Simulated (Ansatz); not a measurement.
Input, command and steps of an Ansatz relaxation.

```yaml
crystal:
  lattice:
    - [-2.6109410623, 2.6109410623, 3.6681565438]
    - [2.6109410623, -2.6109410623, 3.6681565438]
    - [2.6109410623, 2.6109410623, -3.6681565438]
  atoms:
    - { symbol: Hg, position: [0.875, 0.3749990691, 0.9999990691] }
    - { symbol: Hg, position: [0.375, 0.8750009309, 9.309e-07] }
    - { symbol: Hg, position: [0.6250009309, 0.625, 0.5000009309] }
    - { symbol: Hg, position: [0.1249990691, 0.125, 0.4999990691] }
basis:
  ecutwfc: 420
kpoints:
  mp_grid: { grid: [12, 12, 12] }
hamiltonian:
  xc: pbe
  dispersion: d3bj
scf:
  occupations: { method: gaussian, width: 0.1 }
output:
  forces: true
  stress: true
  eigenvalues: true
relax:
  adjacent_minimum: "off"
  f_tol: 0.005
  max_steps: 80
  cell: { stress_tol: 0.05 }
```

```bash
ansatz run input.yaml --threads 1 --pin off --max-ram 2560MiB --backend cpu --events-out ev --progress --plain --runs-dir out
```

All numbers below come from DFT PBE+D3(BJ), scalar-relativistic, plane waves, PAW (Ansatz).

Of 4 frames 4 are shown, positions in Å and forces in eV/Å; the SCF threshold varies from step to step. Steps run on the plane waves of an earlier cell, with a Pulay correction in the pressure. The basis is chosen afresh for the last frame, the zero of the energies, and at times for earlier ones too; energy and pressure step there, also at an unchanged geometry.

```xyz
4
Lattice="-2.6109 2.6109 3.6682 2.6109 -2.6109 3.6682 2.6109 2.6109 -3.6682" Properties=species:S:1:pos:R:3:forces:R:3 pbc="T T T" step=1 free_energy_over_end_meV_per_atom=0.77 pressure_GPa=0.49
Hg    1.3055    3.9164    0.9170    0.0000    0.0000    0.0000
Hg    1.3055   -1.3055    4.5852    0.0000    0.0000    0.0000
Hg    1.3055    1.3055    2.7511    0.0000    0.0000    0.0000
Hg    1.3055    1.3055   -0.9170    0.0000    0.0000    0.0000
4
Lattice="-2.6224 2.6224 3.6804 2.6224 -2.6224 3.6804 2.6224 2.6224 -3.6804" Properties=species:S:1:pos:R:3:forces:R:3 pbc="T T T" step=2 free_energy_over_end_meV_per_atom=0.22 pressure_GPa=0.19
Hg    1.3112    3.9336    0.9201    0.0000    0.0000    0.0000
Hg    1.3112   -1.3112    4.6005    0.0000    0.0000    0.0000
Hg    1.3112    1.3112    2.7603    0.0000    0.0000    0.0000
Hg    1.3112    1.3112   -0.9201    0.0000    0.0000    0.0000
4
Lattice="-2.6305 2.6305 3.6866 2.6305 -2.6305 3.6866 2.6305 2.6305 -3.6866" Properties=species:S:1:pos:R:3:forces:R:3 pbc="T T T" step=3 free_energy_over_end_meV_per_atom=0.15 pressure_GPa=0.01
Hg    1.3153    3.9458    0.9216    0.0000    0.0000    0.0000
Hg    1.3153   -1.3153    4.6082    0.0000    0.0000    0.0000
Hg    1.3153    1.3153    2.7649    0.0000    0.0000    0.0000
Hg    1.3153    1.3153   -0.9216    0.0000    0.0000    0.0000
4
Lattice="-2.6305 2.6305 3.6866 2.6305 -2.6305 3.6866 2.6305 2.6305 -3.6866" Properties=species:S:1:pos:R:3:forces:R:3 pbc="T T T" step=4 free_energy_over_end_meV_per_atom=0.00 pressure_GPa=0.00
Hg    1.3153    3.9458    0.9216    0.0000    0.0000    0.0000
Hg    1.3153   -1.3153    4.6082    0.0000    0.0000    0.0000
Hg    1.3153    1.3153    2.7649    0.0000    0.0000    0.0000
Hg    1.3153    1.3153   -0.9216    0.0000    0.0000    0.0000
```

Time: 91 s on 1 thread of Intel(R) Xeon(R) Platinum 8559C (Emerald Rapids), with other jobs on the host, peak memory 0.81 GiB.

Spin–orbit coupling is left out, which can shift energies with elements as heavy as these.